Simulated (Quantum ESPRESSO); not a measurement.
Runs of Quantum ESPRESSO 7.5 on KCl. The structure is cubic, space group Pm-3m (No. 221). The conventional cell has a = 3.839 Å, b = 3.839 Å, c = 3.839 Å, α = 90.00°, β = 90.00°, γ = 90.00°. Around K (site symmetry m-3m) lie 8 Cl at 3.32 Å. Cl (site symmetry m-3m) has 8 K at 3.32 Å as nearest neighbours. Measurements of this composition are mostly on another form, of space group No. 225.

| level | potentials or basis | k mesh | pressure (GPa) |
| --- | --- | --- | --- |
| PBEsol | PseudoDojo 0.4.1 SR PBEsol standard | 8 × 8 × 8, shifted | -1.5 |
| PBEsol | PseudoDojo 0.4.1 SR PBEsol standard | 6 × 6 × 6, shifted | -1.5 |
| AM05 | PseudoDojo 0.4.1 SR PBE standard | 6 × 6 × 6, shifted | -0.5 |
| PBEsol | PseudoDojo 0.4.1 SR PBEsol standard | 4 × 4 × 4, shifted | -1.5 |
| WC | PseudoDojo 0.4.1 SR PBE standard | 6 × 6 × 6, shifted | (a) |

Alike in all rows: task dielectric tensor; no spin polarisation; cell as given; cutoff (eV) 1007; smearing fermi-dirac 0.05 eV.

Problem. Fill in the values left out.

Solution. (a) -1.3.

Caveats: the potentials were made for another functional, which shifts forces and pressure (some runs).
